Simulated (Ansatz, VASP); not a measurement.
# W: VASP beside Ansatz

```
CELL_PARAMETERS angstrom
-1.58861 1.58861 1.58861
1.58861 -1.58861 1.58861
1.58861 1.58861 -1.58861
ATOMIC_POSITIONS crystal
W 0.00000 0.00000 0.00000
```

Alike in both runs: functional PBE; k mesh 6 × 6 × 6; occupations gaussian, width 0.1 eV; no spin polarisation.

Ansatz relaxed the structure, and its values are those at the end. VASP's run is a single point on that final structure, the one shown.

```csv
,VASP,Ansatz
version,VASP 6.6.1,Ansatz 0.2.0
potentials or method,"VASP PAW PBE potentials, release 64 (W_sv)","scalar-relativistic, plane waves, PAW"
plane-wave cutoff (eV),520,420
valence electrons in the cell,14,14
```

|  | VASP | Ansatz | Ansatz less VASP |
| --- | --- | --- | --- |
| gap on the k mesh at the Fermi level (eV) | none | none | - |
| pressure (GPa) | 0.5 | 0.0 | -0.53 |

A gap of «none» marks a metal or a gap that the smearing closes.

Caveats: the k mesh is coarse (spacing up to 0.47 Å⁻¹), so the values aren't converged. Spin-orbit coupling is left out, which matters for the levels of W.
